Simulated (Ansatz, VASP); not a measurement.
**SnSe2 in VASP and in Ansatz**

INCAR

```
SYSTEM = SnSe2
PREC     = Accurate       ! precision mode
ENCUT    = 520            ! plane-wave cutoff, eV
EDIFF    = 1E-6           ! SCF threshold, eV
ISMEAR   = 1              ! smearing method
SIGMA    = 0.2            ! smearing width, eV
LREAL    = .FALSE.        ! projectors in reciprocal space
LASPH    = .TRUE.         ! aspherical terms in the spheres
NELM     = 60             ! most SCF steps
ALGO     = Normal         ! electronic algorithm
ISIF     = 2              ! what is computed and relaxed
LWAVE    = .FALSE.        ! write WAVECAR
LCHARG   = .FALSE.        ! write CHGCAR
GGA      = PS             ! functional
NBANDS   = 20             ! bands
```

Contents of KPOINTS:

```
Automatic mesh
0
G
  4 4 4
  0 0 0
```

The input POSCAR:

```
SnSe2
1.0
    0.0000000000      3.4068553633      3.4068553633
    3.4068553633      0.0000000000      3.4068553633
    3.4068553633      3.4068553633      0.0000000000
Sn Se
1 2
Direct
    0.0000000000      0.0000000000      0.0000000000
    0.2500000000      0.2500000000      0.2500000000
    0.7500000000      0.7500000000      0.7500000000
```

Input for Ansatz:

```yaml
crystal:
  lattice:
    - [0.0, 3.4068553633, 3.4068553633]
    - [3.4068553633, 0.0, 3.4068553633]
    - [3.4068553633, 3.4068553633, 0.0]
  atoms:
    - { symbol: Sn, position: [0.0, 0.0, 0.0] }
    - { symbol: Se, position: [0.25, 0.25, 0.25] }
    - { symbol: Se, position: [0.75, 0.75, 0.75] }
kpoints:
  mp_grid: { grid: [4, 4, 4] }
hamiltonian:
  xc: pbesol
scf:
  occupations: { method: methfessel_paxton, width: 0.2 }
  n_extra_bands: 4
output:
  forces: true
  stress: true
  eigenvalues: true
```

Alike in both runs: task single point; functional PBEsol; k mesh 4 × 4 × 4; occupations methfessel-paxton of order 1, width 0.2 eV; no spin polarisation.

|  | VASP | Ansatz |
| --- | --- | --- |
| version | VASP 6.6.1 | Ansatz 0.2.0 |
| potentials or method | VASP PAW PBE potentials, release 64 (Sn_d, Se) | plane waves |
| plane-wave cutoff (eV) | 520 | 420 |
| valence electrons in the cell | 26 | 46 |

```tsv
	VASP	Ansatz	Ansatz less VASP
pressure (GPa)	-1.3	-1.3	-0.05
```

The two sets of potentials don't hold the same shells in valence.

Caveats: the k mesh is coarse (spacing up to 0.40 Å⁻¹), so the values aren't converged; the PAW data sets were made with another functional, which shifts forces and pressure a little (VASP).
